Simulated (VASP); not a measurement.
A run of VASP 6.6.1 is set up as follows.

Contents of INCAR:

```
SYSTEM = Sr
PREC = Accurate ; ENCUT = 600
EDIFF = 1E-6 ; ISMEAR = 1
SIGMA = 0.1 ; LREAL = .False.
LASPH = .True. ; NELM = 80
ALGO = Normal ; ISIF = 3
LWAVE = .False. ; LCHARG = .False.
GGA = PE ; IVDW = 12
IBRION = 2 ; NSW = 90
EDIFFG = -0.01
```

File KPOINTS:

```
Automatic mesh
0
Gamma
  12 12 12
  0 0 0
```

POSCAR

```
Sr
1.0
    0.0000000000      3.0423500000      3.0423500000
    3.0423500000      0.0000000000      3.0423500000
    3.0423500000      3.0423500000      0.0000000000
Sr
1
Direct
    0.0000000000      0.0000000000      0.0000000000
```

Potentials or basis: VASP PAW PBE potentials, release 64 (Sr_sv).

The run is started by

```sh
$ cat potpaw_PBE.64/Sr_sv/POTCAR > POTCAR
$ mpirun -np 1 vasp_std > vasp.out
```

Estimate the dispersion energy per atom.

-0.207 eV.

Estimate the relaxed cell.

a = 4.185 Å, b = 4.185 Å, c = 4.185 Å, α = 60.00°, β = 60.00°, γ = 60.00°.

What does it give for the relaxed volume?

51.84 Å³/atom.

The path:
```tsv
step	energy change (eV)	largest force (eV/Å)	pressure (GPa)	volume (Å³)
1	0.0000	0.0000	-0.87	56.32
2	-0.0100	0.0000	-0.43	53.86
3	-0.0125	0.0000	0.03	51.84
```

Caveat: pairwise dispersion overbinds metals, which lowers pressure and volume.
